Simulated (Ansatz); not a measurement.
## Calculated quadrupolar parameters for TiO2

The cell is a computed structure from the Materials Project (it need not be an observed phase).

```cif
data_structure
_symmetry_space_group_name_H-M 'P 1'
_symmetry_Int_Tables_number 1
_cell_length_a 6.4359
_cell_length_b 6.4359
_cell_length_c 6.4359
_cell_angle_alpha 94.934
_cell_angle_beta 94.934
_cell_angle_gamma 145.891
_cell_volume 142.92
loop_
_atom_site_label
_atom_site_type_symbol
_atom_site_fract_x
_atom_site_fract_y
_atom_site_fract_z
_atom_site_occupancy
Ti1 Ti 0.70772 0.00286 0.71057 1
Ti2 Ti 0.99714 0.70772 0.70486 1
Ti3 Ti 0.00286 0.29228 0.29514 1
Ti4 Ti 0.29228 0.99714 0.28943 1
O5 O 0.50114 0.15078 0.65192 1
O6 O 0.83834 0.84040 0.67874 1
O7 O 0.84922 0.50114 0.35035 1
O8 O 0.84040 0.16166 0.00206 1
O9 O 0.15960 0.83834 0.99794 1
O10 O 0.15078 0.49886 0.64965 1
O11 O 0.16166 0.15960 0.32126 1
O12 O 0.49886 0.84922 0.34808 1
```

Atom numbers follow the list; atoms alike are taken as one site, whose name carries the number of the first.

Method: Kohn–Sham DFT in Ansatz, PBE, plane waves and PAW (field gradients read without the response of the frozen cores, which leaves them typically 4 to 6 % off), scalar-relativistic, 420 eV cutoff, Γ-centred 7×7×7 k-points, Fermi–Dirac smearing 0.02 eV.

V_zz is the principal component of the electric field gradient with the largest magnitude, η = (V_xx − V_yy)/V_zz and C_Q = eQV_zz/h.

47Ti: I = 5/2, Q = 302.0 mb; ¹⁷O: I = 5/2, Q = -25.58 mb. Q values from Pyykkö, Mol. Phys. 116, 1328 (2018).

Q: What field gradients does the calculation give at each kind of site?

A: 

```tsv
site	atoms (order as listed)	first shell	V_xx, V_yy, V_zz (10²¹ V/m²)	η	C_Q (MHz)
Ti	1, 2, 3, 4	6 O at 1.80–2.26 Å	-0.62, -0.73, 1.35	0.08	9.85
O5	5, 7, 10, 12	4 Ti at 1.95–2.26 Å	0.93, 2.25, -3.18	0.41	1.97
O6	6, 8, 9, 11	2 Ti at 1.80–1.81 Å, angle 169°	-0.067, -1.49, 1.56	0.91	-0.966
```

The run took 9.2 s of wall time (9.1 s of CPU time) and 0.68 GiB at its peak, on 1 thread of AMD EPYC 9R45 (Zen 5) (x86_64; 16 cores open to the job, memory cap 3.0 GiB, no GPU), a shared host with a load of 0.2 a core.
